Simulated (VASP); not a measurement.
# Pd (Fm-3m) in VASP: notebook, part 2 of 2

VASP 6.6.1.

### 4 Relaxation of cell and atoms, LDA

INCAR reads:

```
ALGO = Normal ; EDIFF = 1E-6
EDIFFG = -0.01 ; ENCUT = 600
GGA = CA ; IBRION = 2
ISIF = 3 ; ISMEAR = 1
LASPH = True ; LCHARG = False
LREAL = False ; LWAVE = False
NELM = 80 ; NSW = 90
PREC = Accurate ; SIGMA = 0.1
```

KPOINTS reads:

```
k-points
0
Gamma
  16 16 16
```

POSCAR reads:

```
Pd
1.0
    0.0000000000      1.9465000000      1.9465000000
    1.9465000000      0.0000000000      1.9465000000
    1.9465000000      1.9465000000      0.0000000000
Pd
1
Direct
    0.0000000000      0.0000000000      0.0000000000
```

Potentials or basis: VASP PAW LDA potentials, release 64 (Pd).

On the command line:

```bash
$ cat potpaw_LDA.64/Pd/POTCAR > POTCAR
$ mpirun -np 1 vasp_std > vasp.out
```

OUTCAR:

```text
EDIFF = 1E-6
   EDIFFG = -0.01
   ENCUT = 600
   GGA = CA
   IBRION = 2
   ISIF = 3
   ISMEAR = 1
   LASPH = True
   LREAL = False
   NELM = 80
   NSW = 90
   PREC = Accurate

 ion  position               nearest neighbor table
   1  0.000  0.000  0.000-

  LATTYP: Found a face centered cubic cell.
 ALAT       =     3.8930000000

  Lattice vectors:

 A1 = (   0.0000000000,   1.9465000000,   1.9465000000)
 A2 = (   1.9465000000,   0.0000000000,   1.9465000000)
 A3 = (   1.9465000000,   1.9465000000,   0.0000000000)

Analysis of symmetry for initial positions (statically):
=====================================================================
 Subroutine PRICEL returns:
 Original cell was already a primitive cell.

 Routine SETGRP: Setting up the symmetry group for a
 face centered cubic supercell.

 Subroutine GETGRP returns: Found 48 space group operations
 (whereof 48 operations were pure point group operations)
[... 180 lines left out ...]
      3       6.7291      2.00000
      4       6.7291      2.00000
      5       8.3761      2.00000
      6       8.3761      2.00000
      7      26.7238      0.00000
      8      31.4412      0.00000
      9      31.4412      0.00000
[... 380 lines left out ...]
--------------------------------------- Ionic step        4  -------------------------------------------

 number of electron      10.0000002 magnetization

 Free energy of the ion-electron system (eV)
  ---------------------------------------------------
  ext. energy  EPLUGINS =         0.00000000
  ---------------------------------------------------
  free energy    TOTEN  =        -6.49370657 eV

  energy without entropy =       -6.49384661  energy(sigma->0) =       -6.49375325

 E-fermi :  10.3223     XC(G=0): -13.7620

 val. band max:       10.3217441074   @ k =   0.5000   0.1250   0.0000
 cond. band min:      10.3278084073   @ k =   0.5000   0.3750   0.0625
 fundamental gap:      0.0060642999
 Fermi energy:        10.3222627848

 k-point     1 :       0.0000    0.0000    0.0000
  band No.  band energies     occupation
      1       2.7406      2.00000
      2       7.2448      2.00000
      3       7.2448      2.00000
      4       7.2448      2.00000
      5       9.0022      2.00000
      6       9.0022      2.00000
      7      27.4327      0.00000
      8      32.3831      0.00000
      9      32.3831      0.00000
[... 304 lines left out ...]
  FREE ENERGIE OF THE ION-ELECTRON SYSTEM (eV)
  ---------------------------------------------------
  free  energy   TOTEN  =        -6.4937065717 eV

  energy  without entropy=       -6.4938466130  energy(sigma->0) =       -6.49375325

 reached required accuracy - stopping structural energy minimisation
```

It took 52 s on 1 thread of AMD EPYC 7R13 (Zen 3), shared host; peak memory 0.13 GiB.

What came out:

```
Free energy                            : -6.4937 eV
Relaxed volume                         : 14.17 Å³/atom
Relaxed cell                           : a = 2.716 Å, b = 2.716 Å, c = 2.716 Å, α = 60.00°, β = 60.00°, γ = 60.00°
Space group after relaxing (to 0.05 Å) : Fm-3m (No. 225)
Energy gained by relaxing              : 15.5 meV/atom
Ionic steps                            : 4
Pressure after relaxing                : 0.0 GPa
Band gap on the k mesh                 : none (metal or under the smearing width)
```

Step by step:
```tsv
step	energy change (eV)	largest force (eV/Å)	pressure (GPa)	volume (Å³)
1	0.0000	0.0000	-8.21	14.75
2	0.0399	0.0000	19.64	13.19
3	-0.0155	0.0000	-0.20	14.18
4	-0.0155	0.0000	-0.01	14.17
```

Final structure:
```cif
data_structure
_symmetry_space_group_name_H-M 'P 1'
_symmetry_Int_Tables_number 1
_cell_length_a 2.7162
_cell_length_b 2.7162
_cell_length_c 2.7162
_cell_angle_alpha 60.000
_cell_angle_beta 60.000
_cell_angle_gamma 60.000
_cell_volume 14.17
loop_
_atom_site_label
_atom_site_type_symbol
_atom_site_fract_x
_atom_site_fract_y
_atom_site_fract_z
_atom_site_occupancy
Pd1 Pd 0.00000 0.00000 0.00000 1
```

Levels at points of the mesh, in eV from the Fermi level:
| k point | band 2 | band 3 | band 4 | band 5 | band 6 | band 7 | band 8 | band 9 |
| --- | --- | --- | --- | --- | --- | --- | --- | --- |
| (0.00, 0.00, 0.00) | -3.08 | -3.08 | -3.08 | -1.32 | -1.32 | 17.11 | 22.06 | 22.06 |
| (0.50, 0.00, 0.00) | -3.12 | -3.12 | -0.03 | -0.03 | 0.83 | 7.56 | 16.49 | 21.28 |
| (0.50, 0.50, 0.00) | -5.51 | -0.05 | 0.31 | 0.31 | 3.22 | 11.12 | 13.25 | 13.25 |

LDA usually gives volumes a few per cent too small. Zero-point motion and thermal expansion aren't in these numbers.

### 5 Relaxation of cell and atoms, LDA

This run uses another cell than the first one, of 14.17 Å³/atom, 0.961 times its volume.

INCAR, as its differences from that of step 4:

```diff
@@ -1,3 +1,3 @@
-ALGO = Normal ; EDIFF = 1E-6
-EDIFFG = -0.01 ; ENCUT = 600
+ALGO = Normal ; EDIFF = 1E-7
+EDIFFG = -0.005 ; ENCUT = 600
 GGA = CA ; IBRION = 2
```

KPOINTS is that of step 4.

POSCAR reads:

```
Pd                                      
1.0
    0.0000000000      1.9206442573      1.9206442573
    1.9206442573      0.0000000000      1.9206442573
    1.9206442573      1.9206442573      0.0000000000
  Pd            
     1
Direct
     1.0000000000000000    1.0000000000000000    0.0000000000000000
```

Potentials or basis: VASP PAW LDA potentials, release 64 (Pd).

On the command line:

```bash
$ cat potpaw_LDA.64/Pd/POTCAR > POTCAR
$ mpirun -np 1 vasp_std > vasp.out
```

OUTCAR:

```text
EDIFF = 1E-7
   EDIFFG = -0.005
   ENCUT = 600
   GGA = CA
   IBRION = 2
   ISIF = 3
   ISMEAR = 1
   LASPH = True
   LREAL = False
   NELM = 80
   NSW = 90
   PREC = Accurate

 ion  position               nearest neighbor table
   1  0.000  0.000  0.000-

  LATTYP: Found a face centered cubic cell.
 ALAT       =     3.8412885146

  Lattice vectors:

 A1 = (   0.0000000000,   1.9206442573,   1.9206442573)
 A2 = (   1.9206442573,   0.0000000000,   1.9206442573)
 A3 = (   1.9206442573,   1.9206442573,   0.0000000000)

Analysis of symmetry for initial positions (statically):
=====================================================================
 Subroutine PRICEL returns:
 Original cell was already a primitive cell.

 Routine SETGRP: Setting up the symmetry group for a
 face centered cubic supercell.

 Subroutine GETGRP returns: Found 48 space group operations
 (whereof 48 operations were pure point group operations)
 out of a pool of 48 trial point group operations.

The static configuration has the point symmetry O_h .

Analysis of symmetry for dynamics (positions and initial velocities):
=====================================================================
 Subroutine PRICEL returns:
 Original cell was already a primitive cell.

 Routine SETGRP: Setting up the symmetry group for a
 face centered cubic supercell.

 Subroutine GETGRP returns: Found 48 space group operations
 (whereof 48 operations were pure point group operations)
 out of a pool of 48 trial point group operations.

The dynamic configuration has the point symmetry O_h .

 Subroutine INISYM returns: Found 48 space group operations
 (whereof 48 operations are pure point group operations),
 and found     1 'primitive' translations

----------------------------------------------------------------------------------------

[... 108 lines left out ...]
   IMIX   =      4    mixing-type and parameters
     AMIX     =   0.40;   BMIX     =  1.00
     AMIX_MAG =   1.60;   BMIX_MAG =  1.00
  volume/ion in A,a.u.               =      14.17        95.62
  Fermi-wavevector in a.u.,A,eV,Ry     =   1.457531  2.754335 28.904184  2.124398
  Thomas-Fermi vector in A             =   2.574322
   LORBIT       =      0    0 simple, 1 ext, 2 COOP (PROOUT), +10 PAW based schemes
   GGA     = CA    functional components
   LHFCALC =     F    Hartree Fock is set to
   AEXX    =    0.0000 exact exchange contribution
   IVDW    =     0    specifies the selected vdW correction
   LEPSILON=     F    determine dielectric tensor
   LRPA    =     F    only Hartree local field effects (RPA)
 conjugate gradient relaxation of ions
 non-spin polarized calculation
 Methfessel and Paxton  Order N= 1 SIGMA  =   0.10
  energy-cutoff  :      600.00
  volume of cell :       14.17
 maximum number of plane-waves:       495
 NGX is ok and might be reduce to    24
   NGX = 11   NGY = 11   NGZ = 11

 number of electron      10.0000002 magnetization

 Free energy of the ion-electron system (eV)
  ---------------------------------------------------
  ext. energy  EPLUGINS =         0.00000000
  ---------------------------------------------------
  free energy    TOTEN  =        -6.49332715 eV

  energy without entropy =       -6.49346721  energy(sigma->0) =       -6.49337383

 E-fermi :  10.3226     XC(G=0): -13.7619

 val. band max:       10.3220403184   @ k =   0.5000   0.1250   0.0000
 cond. band min:      10.3281237076   @ k =   0.5000   0.3750   0.0625
 fundamental gap:      0.0060833892
 Fermi energy:        10.3225696861

 k-point     1 :       0.0000    0.0000    0.0000
  band No.  band energies     occupation
      1       2.7413      2.00000
      2       7.2452      2.00000
      3       7.2452      2.00000
      4       7.2452      2.00000
      5       9.0026      2.00000
      6       9.0026      2.00000
      7      27.4327      0.00000
      8      32.3835      0.00000
      9      32.3835      0.00000
[... 265 lines left out ...]
 k-point    24 :      -0.0625    0.0625    0.0000
  band No.  band energies     occupation
      1       3.1280      2.00000
      2       7.0852      2.00000
      3       7.3707      2.00000
      4       7.4114      2.00000
      5       8.8548      2.00000
      6       9.0275      2.00000
      7      27.8580      0.00000
      8      30.5932      0.00000
      9      32.2258      0.00000

 [... further k-points ...]
[... 5 lines left out ...]
  --------------------------------------------------------------------------------------
  -------------------------------------------------------------------------------------
  Total       -0.0036986     -0.0036986     -0.0036986      0.0000000      0.0000000      0.0000000
  in kB       -0.4181943     -0.4181943     -0.4181943      0.0000000      0.0000000      0.0000000
  external PRESSURE =      -0.4181943 kB  Pullay stress =       0.0000000 kB

 VOLUME and BASIS-vectors are now :
 -----------------------------------------------------------------------------
  energy-cutoff  :      600.00
  volume of cell :       14.17
      direct lattice vectors                 reciprocal lattice vectors
     0.000000000  1.920644257  1.920644257    -0.260329313  0.260329313  0.260329313
     1.920644257  0.000000000  1.920644257     0.260329313 -0.260329313  0.260329313
     1.920644257  1.920644257  0.000000000     0.260329313  0.260329313 -0.260329313

 POSITION                                       TOTAL-FORCE (eV/Angst)
 -----------------------------------------------------------------------------------
      0.00000      0.00000      0.00000         0.000000      0.000000      0.000000
 -----------------------------------------------------------------------------------
    total drift:                               -0.000000      0.000000      0.000000

  FREE ENERGIE OF THE ION-ELECTRON SYSTEM (eV)
  ---------------------------------------------------
  free  energy   TOTEN  =        -6.4933271450 eV

  energy  without entropy=       -6.4934672071  energy(sigma->0) =       -6.49337383

 reached required accuracy - stopping structural energy minimisation
```

OSZICAR:

```text
N       E                     dE             d eps       ncg     rms          rms(c)
DAV:   1     0.427231760962E+02    0.42723E+02   -0.59088E+03  2626   0.119E+03
DAV:   2    -0.640083336475E+01   -0.49124E+02   -0.47766E+02  2795   0.208E+02
DAV:   3    -0.683755827350E+01   -0.43672E+00   -0.43345E+00  3178   0.224E+01
DAV:   4    -0.683960842896E+01   -0.20502E-02   -0.20500E-02  2977   0.140E+00
DAV:   5    -0.683963248766E+01   -0.24059E-04   -0.24059E-04  3136   0.127E-01    0.912E+00
DAV:   6    -0.651406595446E+01    0.32557E+00   -0.14740E+00  2673   0.115E+01    0.432E+00
DAV:   7    -0.649895556401E+01    0.15110E-01   -0.81726E-03  2969   0.862E-01    0.225E+00
DAV:   8    -0.649331479670E+01    0.56408E-02   -0.14169E-03  2858   0.323E-01    0.522E-02
DAV:   9    -0.649332369189E+01   -0.88952E-05   -0.89685E-06  3548   0.283E-02    0.128E-02
DAV:  10    -0.649332714788E+01   -0.34560E-05   -0.13664E-06  2980   0.106E-02    0.983E-04
DAV:  11    -0.649332714504E+01    0.28382E-08   -0.99928E-09  2034   0.966E-04
   1 F= -.64933271E+01 E0= -.64933738E+01  d E =-.649333E+01
```

Wall time 20 s (1 thread of AMD EPYC 7R13 (Zen 3), shared host); peak memory 0.12 GiB.

Results:

| Property | Result |
| --- | --- |
| Free energy | -6.4933 eV |
| Pressure after relaxing | 0.0 GPa |
| Band gap on the k mesh | none (metal or under the smearing width) |

Final structure:
```
Pd
1.0
     0.00000    1.92064    1.92064
     1.92064    0.00000    1.92064
     1.92064    1.92064    0.00000
Pd
1
Direct
  0.00000 0.00000 0.00000
```

Caveat: the relaxation stopped at its first step, so nothing moved.
